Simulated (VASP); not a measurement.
# Ca: molecular dynamics at constant energy

Ca, Immm (no. 71), 8 atoms in the cell. PBE, molecular dynamics; PAW potentials Ca_pv (PBE set).

Ensemble: NVE; Starting temperature (K): 1600.

## Input

INCAR:
```
GGA = PE ; PREC = Normal
ENCUT = 200 ; EDIFF = 1E-6
NELMIN = 4 ; NELM = 60
ALGO = Fast ; LREAL = Auto
LASPH = True ; ISMEAR = -1
SIGMA = 0.069 ; ISYM = 0
LWAVE = False ; LCHARG = False
IBRION = 0 ; NSW = 60
POTIM = 2.0 ; TEBEG = 1600
ISIF = 2 ; RANDOM_SEED = 770953 0 0
MDALGO = 2 ; SMASS = -3
KPAR = 2
```

KPOINTS:
```
k-points
0
Monkhorst-Pack
  2 2 2
```

POSCAR:
```
Ca
1.0
   -4.1929749200      4.2034636200      4.8907049200
    4.1929749200     -4.2034636200      4.8907049200
    4.1929749200      4.2034636200     -4.8907049200
Ca
8
Direct
    0.2500000000      0.2500000000      0.0000000000
    0.2500000000      0.2500000000      0.5000000000
    0.2500000000      0.7500000000      0.0000000000
    0.2500000000      0.7500000000      0.5000000000
    0.7500000000      0.2500000000      0.0000000000
    0.7500000000      0.2500000000      0.5000000000
    0.7500000000      0.7500000000      0.0000000000
    0.7500000000      0.7500000000      0.5000000000
```

Commands:
```
cat potpaw_PBE.64/Ca_pv/POTCAR > POTCAR
mpirun -np 2 vasp_std > vasp.out
```

## Result

- Rise of the mean potential energy above the start (meV/atom): 80.5
- Mean temperature (K): 889
- Electronic steps per ionic step after the first: 6.3

Course of the run:

| Time (fs) | Temperature (K) | Potential energy less the first (meV/atom) |
|---|---|---|
| 2 | 1600 | 0.0 |
| 12 | 1513 | 9.8 |
| 20 | 1332 | 30.3 |
| 30 | 1012 | 66.6 |
| 38 | 738 | 97.6 |
| 48 | 462 | 128.9 |
| 56 | 345 | 142.1 |
| 66 | 357 | 140.7 |
| 74 | 478 | 127.0 |
| 84 | 706 | 101.2 |
| 92 | 895 | 79.8 |
| 102 | 1072 | 59.8 |
| 110 | 1133 | 52.9 |
| 120 | 1093 | 57.4 |

The mean temperature lies below the starting 1600 K, since the atoms start on their sites and part of their kinetic energy turns into potential energy.

REPORT:
```
MDALGO =   2
               SCALING =       0
                 CNEXP =     9.000   14.000
           RANDOM_SEED =            770953                0                0

   original number of atomic DOF:         21
   number of independent constraints:      0
   number of active DOF:                  21

========================================
         MD step No.       1
========================================

  Atomic velocities initialized by STEP_tb

  >Energies
                    E_tot             E_pot             E_kin               EPS                ES
   e_b>   -0.13642674E+02   -0.15090395E+02    0.14477208E+01    0.00000000E+00    0.00000000E+00

  >Temperature
               T_sim     T_inst
   tmprt>   1600.000   1600.000

  >Thermostat:
           s(n+1) sdot(n+1)      s(n)   sdot(n)        Qs
   s_b>   0.00000   0.00000   0.00000   0.00000  -3.00000

           RANDOM_SEED =            770953               48                0

[... steps left out ...]

========================================
         MD step No.      60
========================================

  >Energies
                    E_tot             E_pot             E_kin               EPS                ES
   e_b>   -0.13641975E+02   -0.14631019E+02    0.98904356E+00    0.00000000E+00    0.00000000E+00

  >Temperature
               T_sim     T_inst
   tmprt>   1600.000   1093.077

  >Thermostat:
           s(n+1) sdot(n+1)      s(n)   sdot(n)        Qs
   s_b>   0.00000   0.00000   0.00000   0.00000  -3.00000

           RANDOM_SEED =            770953               48                0
```

OSZICAR:
```
N       E                     dE             d eps       ncg     rms          rms(c)
DAV:   1     0.491959138828E+03    0.49196E+03   -0.16739E+04   346   0.146E+03
DAV:   2     0.595175394009E+02   -0.43244E+03   -0.42793E+03   304   0.412E+02
DAV:   3    -0.100332489177E+02   -0.69551E+02   -0.67963E+02   368   0.183E+02
DAV:   4    -0.147458387408E+02   -0.47126E+01   -0.45335E+01   408   0.532E+01
DAV:   5    -0.150124211788E+02   -0.26658E+00   -0.25841E+00   448   0.127E+01    0.222E+00
RMM:   6    -0.150494978683E+02   -0.37077E-01   -0.15186E-01   353   0.387E+00    0.124E+00
RMM:   7    -0.150833805440E+02   -0.33883E-01   -0.13253E-01   359   0.335E+00    0.160E-01
RMM:   8    -0.150884216850E+02   -0.50411E-02   -0.52047E-02   463   0.118E+00    0.658E-02
RMM:   9    -0.150895619269E+02   -0.11402E-02   -0.10353E-02   483   0.417E-01    0.274E-02
RMM:  10    -0.150900406631E+02   -0.47874E-03   -0.45432E-03   486   0.180E-01    0.135E-02
RMM:  11    -0.150901982945E+02   -0.15763E-03   -0.14375E-03   486   0.829E-02    0.651E-03
RMM:  12    -0.150902821885E+02   -0.83894E-04   -0.84240E-04   482   0.474E-02    0.469E-03
[... left out ...]
[... last step whole ...]
       N       E                     dE             d eps       ncg     rms          rms(c)
DAV:   1    -0.146306062141E+02    0.16969E-01   -0.13892E-02   386   0.314E+00    0.533E-03
RMM:   2    -0.146308967600E+02   -0.29055E-03   -0.29019E-03   348   0.409E-01    0.298E-03
RMM:   3    -0.146309839693E+02   -0.87209E-04   -0.77724E-04   391   0.165E-01    0.154E-03
RMM:   4    -0.146310164813E+02   -0.32512E-04   -0.30062E-04   472   0.844E-02    0.246E-03
RMM:   5    -0.146310183964E+02   -0.19150E-05   -0.18509E-05   323   0.212E-02    0.262E-03
RMM:   6    -0.146310188391E+02   -0.44269E-06   -0.46876E-06   229   0.108E-02
     60 T=  1093. E= -.13641975E+02 F= -.14631019E+02 E0= -.14511093E+02  EK= 0.98904E+00 SP= 0.00E+00 SK= 0.00E+00
```

Limits: 120 fs of 8 atoms are too short for converged averages.

VASP 6.6.1 took 313 s on 2 cores (Intel Xeon Platinum 8375C @ 2.90GHz (Ice Lake)), a shared host.
